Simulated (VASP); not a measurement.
Zr2C: single point with PBE

The system is Zr2C.

```
CELL_PARAMETERS angstrom
1.66509 0.96134 5.39445
-1.66509 0.96134 5.39445
0.00000 -1.92268 5.39445
ATOMIC_POSITIONS crystal
Zr 0.25547 0.25547 0.25547
Zr 0.74453 0.74453 0.74453
C 0.00000 0.00000 0.00000
```

The cell was built by a generator and needn't be a form met in nature.

The cell isn't the ideal one: species swapped into the Ba2N type (R-3m, No. 166).

| Quantity | Value |
| --- | --- |
| Program | VASP 6.6.1 |
| Task | single point |
| Functional | PBE |
| Potentials or basis | VASP PAW PBE potentials, release 64 (Zr_sv, C) |
| Cutoff | 520 eV |
| k mesh | 6 × 6 × 6 |
| Occupations | gaussian, width 0.1 eV |
| Spin | no spin polarisation |
| Dipole correction | no |
| Further INCAR settings | ALGO = Fast; EDIFF = 1e-06; NBANDS = 21 |

| Quantity | Value |
| --- | --- |
| Pressure | 0.2 GPa |
| Largest force | 0.023 eV/Å |
| Band gap on the k mesh | none (metal or under the smearing width) |

Forces on the atoms (eV/Å):
```
Zr   0.000  0.000 -0.023
Zr   0.000  0.000  0.023
C    0.000  0.000  0.000
```

Stress tensor (GPa, compression positive):
```
0.27 0.00 0.00
0.00 0.27 0.00
0.00 0.00 0.13
```

Levels at points of the mesh, in eV from the Fermi level:
| k point | band 11 | band 12 | band 13 | band 14 | band 15 | band 16 | band 17 | band 18 |
| --- | --- | --- | --- | --- | --- | --- | --- | --- |
| (0.00, 0.00, 0.00) | -2.68 | -2.68 | -2.07 | 0.79 | 0.79 | 1.08 | 2.81 | 2.81 |
| (0.50, 0.00, 0.00) | -2.89 | -2.42 | -1.46 | -0.79 | 0.21 | 2.61 | 2.79 | 4.28 |
| (0.50, 0.50, 0.00) | -2.63 | -2.62 | -1.95 | -0.63 | 1.08 | 3.48 | 3.62 | 4.39 |
| (0.50, 0.50, 0.50) | -2.57 | -2.57 | -1.11 | -0.02 | 1.14 | 1.14 | 2.62 | 2.62 |

Run time: 2 min on 1 thread of Intel(R) Xeon(R) 6975P-C (Granite Rapids), on a shared host, peak memory 0.31 GiB.

Caveat: the k mesh is coarse (spacing up to 0.37 Å⁻¹), so the values aren't converged.
